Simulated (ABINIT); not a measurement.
Crystal: HfN.

```xyz
2
Lattice="0.0000 2.2560 2.2560 2.2560 0.0000 2.2560 2.2560 2.2560 0.0000" Properties=species:S:1:pos:R:3 pbc="T T T"
Hf    0.0000    0.0000    0.0000
N     2.2560    2.2560    2.2560
```

Base run:

| Property | Result |
| --- | --- |
| Program | ABINIT 10.8.3 (patched build) |
| Functional | rPW86PBE |
| Potentials or basis | JTH PAW PBE v2.0 |
| Cutoff | 707 eV |
| k mesh | 10 × 10 × 10 |
| Occupations | fermi-dirac, width 0.05 eV |
| Spin | no spin polarisation |

Its results: band gap on the k mesh none (metal or under the smearing width); pressure 14.8 GPa.

Q: After a change of settings the same cell gave: band gap on the k mesh none (metal or under the smearing width); pressure -3.4 GPa. Which change was it?
A. functional from rPW86PBE to PBEsol; k mesh from 10 × 10 × 10 to 6 × 6 × 6
B. functional from rPW86PBE to PBE; potentials or basis from JTH PAW PBE v2.0 to SG15 NC PBE v1.2; cutoff from 707 eV to 1143 eV; valence electrons from 17 to 31
C. functional from rPW86PBE to BP86; spin from no spin polarisation to spin-orbit coupling, no magnetisation
D. functional from rPW86PBE to PBE; k mesh from 10 × 10 × 10 to 4 × 4 × 4

A: A.

Caveats: some runs use coarse meshes; the PAW data sets were made with another functional, which shifts forces and pressure a little; spin-orbit coupling is left out, which moves the levels of the heavy elements (some runs).
